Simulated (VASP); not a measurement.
Write the native input for VASP 6.6.1 that does the following.

```yaml
Task: relaxation of cell and atoms
Functional: r2SCAN
Dispersion: D4
Potentials_or_basis: VASP PAW PBE potentials, release 64 (Ti_sv, Se)
Cutoff: 600 eV
k_mesh: 8 × 8 × 8
Occupations: gaussian, width 0.05 eV
Spin: no spin polarisation
Further_INCAR_settings: ALGO = Normal; EDIFF = 1e-06; IBRION = 2; EDIFFG = -0.01; NSW = 60; ISIF = 3
```

The structure of TiSe lies in POSCAR:

```
TiSe
1.0
    0.0000000000      3.1030036500      3.1030036500
    3.1030036500      0.0000000000      3.1030036500
    3.1030036500      3.1030036500      0.0000000000
Ti Se
1 1
Direct
    0.0000000000      0.0000000000      0.0000000000
    0.2500000000      0.2500000000      0.2500000000
```

The cell comes from a database or a generator and needn't be the stable form of this composition.

These files were run (other wordings do the same):

INCAR

```
ALGO = Normal
EDIFF = 1E-6
EDIFFG = -0.01
ENCUT = 600
IBRION = 2
ISIF = 3
ISMEAR = 0
IVDW = 13
LASPH = True
LCHARG = False
LMIXTAU = True
LREAL = False
LWAVE = False
METAGGA = R2SCAN
NELM = 80
NSW = 60
PREC = Accurate
SIGMA = 0.05
VDW_A1 = 0.51559235
VDW_A2 = 5.77342911
VDW_S6 = 1.0
VDW_S8 = 0.6018749
```

KPOINTS

```
k-points
0
Gamma
  8 8 8
```

Potentials or basis: VASP PAW PBE potentials, release 64 (Ti_sv, Se).

Command:

```sh
$ cat potpaw_PBE.64/Ti_sv/POTCAR potpaw_PBE.64/Se/POTCAR > POTCAR
$ mpirun -np 1 vasp_std > vasp.out
```

Results of the run:

| Property | Result |
| --- | --- |
| Relaxed volume | 23.24 Å³/atom |
| Relaxed cell | a = 4.036 Å, b = 4.036 Å, c = 4.036 Å, α = 60.00°, β = 60.00°, γ = 60.00° |
| Space group after relaxing (to 0.05 Å) | F-43m (No. 216) |
| Energy gained by relaxing | 304.4 meV/atom |
| Ionic steps | 3 |
| Pressure after relaxing | 0.0 GPa |
| Band gap on the k mesh | none (metal or under the smearing width) |
| Dispersion energy per atom | -0.133 eV |

Caveat: the volume moved by over 15 % at a fixed basis, so the end points are rough; the PAW data sets were made with another functional, which shifts forces and pressure a little; pairwise dispersion overbinds metals, which lowers pressure and volume.

It took 4.5 min on 1 thread of AMD EPYC 9R45 96-Core Processor (Zen 5) (shared host), peak memory 0.21 GiB.
